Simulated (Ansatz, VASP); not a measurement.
# Fe3Ge: VASP beside Ansatz

File INCAR:

```
SYSTEM = Fe3Ge
PREC = Accurate
ENCUT = 520
EDIFF = 1E-7
ISMEAR = -1
SIGMA = 0.03
LREAL = .FALSE.
LASPH = .TRUE.
NELM = 100
ALGO = Normal
ISIF = 2
LWAVE = .FALSE.
LCHARG = .TRUE.
GGA = PS
LELF = .TRUE.
LVHAR = .TRUE.
NBANDS = 27
```

The input KPOINTS:

```
regular mesh
0
G
  9 9 9
  0 0 0
```

Contents of POSCAR:

```
Fe3Ge
1.0
    3.7205193926      0.0000000000      0.0000000000
    0.0000000000      3.7205193926      0.0000000000
    0.0000000000      0.0000000000      3.7205193926
Fe Ge
3 1
Direct
    0.0000000000      0.5000000000      0.5000000000
    0.5000000000      0.5000000000      0.0000000000
    0.5000000000      0.0000000000      0.5000000000
    0.0000000000      0.0000000000      0.0000000000
```

Input for Ansatz:

```yaml
crystal:
  lattice:
    - [3.7205193926, 0.0, 0.0]
    - [0.0, 3.7205193926, 0.0]
    - [0.0, 0.0, 3.7205193926]
  atoms:
    - { symbol: Fe, position: [0.0, 0.5, 0.5] }
    - { symbol: Fe, position: [0.5, 0.5, 0.0] }
    - { symbol: Fe, position: [0.5, 0.0, 0.5] }
    - { symbol: Ge, position: [0.0, 0.0, 0.0] }
kpoints:
  mp_grid: { grid: [9, 9, 9] }
scf:
  occupations: { method: fermi_dirac, width: 0.03 }
  lower_state_search: "off"
hamiltonian:
  xc: pbesol
  pseudopotentials: { kind: paw }
output:
  forces: true
  stress: true
  eigenvalues: true
```

Change from the starting cell: volume scaled by 1.05, no spin polarisation, PAW files.

Alike in both runs: task single point; functional PBEsol; k mesh 9 × 9 × 9; occupations fermi-dirac, width 0.03 eV; no spin polarisation.

|  | VASP | Ansatz |
| --- | --- | --- |
| version | VASP 6.6.1 | Ansatz 0.2.0 |
| potentials or method | VASP PAW PBE potentials, release 64 (Fe, Ge_d) | PAW with Ansatz's default frozen-core files, scalar-relativistic |
| plane-wave cutoff (eV) | 520 | 420 |
| valence electrons in the cell | 38 | 62 |

VASP gave:

| Item | Value |
| --- | --- |
| pressure (GPa) | -30.3 |

**Question.** Estimate Ansatz's values.

**Answer.** Pressure (GPa): -30.6.

The functional is the same, so the differences come from potentials, cutoffs and numerics. The two sets of potentials don't hold the same shells in valence.

Caveats: the cell as given lies far from equilibrium; so large a pressure means that the cell lies far from this level's equilibrium, or that cutoff or potentials fall short (VASP); the potentials were made for another functional, which shifts forces and pressure (VASP). Spin polarisation is off, so any magnetic state and its effect on volume and gap are missing.
